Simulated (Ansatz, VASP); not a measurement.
**Two plane-wave programs on TaN**

```
Ta N
1.0
     0.00000    2.20863    2.20863
     2.20863    0.00000    2.20863
     2.20863    2.20863    0.00000
Ta N
1 1
Direct
  0.00000 0.00000 0.00000
  0.50000 0.50000 0.50000
```

Alike in both runs: functional PBE; k mesh 16 × 16 × 16; occupations gaussian, width 0.1 eV; no spin polarisation.

Ansatz relaxed the structure, and its values are those at the end. VASP's run is a single point on that final structure, the one shown.

```csv
,VASP,Ansatz
version,VASP 6.6.1,Ansatz 0.2.0
potentials or method,"VASP PAW PBE potentials, release 64 (Ta_pv, N)","scalar-relativistic, plane waves, PAW"
plane-wave cutoff (eV),520,420
valence electrons in the cell,16,18
```

```csv
,VASP,Ansatz,Ansatz less VASP
gap on the k mesh at the Fermi level (eV),none,none,-
pressure (GPa),0.8,0.0,-0.78
```

A gap of «none» marks a metal or a gap that the smearing closes. With one functional, cell and mesh, what is left measures potentials, basis and numerics. The two sets of potentials don't hold the same shells in valence.

Spin-orbit coupling is left out, which matters for the levels of Ta.
